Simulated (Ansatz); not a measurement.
Ti3Al:

```
Ti Al
1.0
     2.92754    0.00000    0.00000
    -1.46377    2.53533    0.00000
     0.00000    0.00000    9.22636
Ti Al
3 1
Direct
  0.33333 0.66667 0.24941
  0.33333 0.66667 0.75059
  0.66667 0.33333 0.00000
  0.66667 0.33333 0.50000
```

The cell comes from a database or a generator and needn't be the stable form of this composition.

Program: Ansatz 0.2.0. Alike in all runs: potentials or basis Ansatz PAW; no spin polarisation; cell as given; smearing fermi-dirac 0.05 eV.

**Question.** Order these runs on this cell by their pressure, lowest first.
A. level r2SCAN; k mesh 6 × 6 × 2; cutoff (eV) 500; mesh quality coarse
B. level PBEsol; k mesh 10 × 10 × 3; cutoff (eV) 420; mesh quality not flagged
C. level LDA; k mesh 6 × 6 × 2; cutoff (eV) 420; mesh quality coarse

**Answer.** C (-7.0 GPa), B (-3.4 GPa), A (-0.7 GPa).

Caveats: some runs use coarse meshes; the PAW data sets come from PBE, with cores solved anew for the run's functional, which leaves a small shift of forces and pressure.

Not every run made on this cell is shown here.
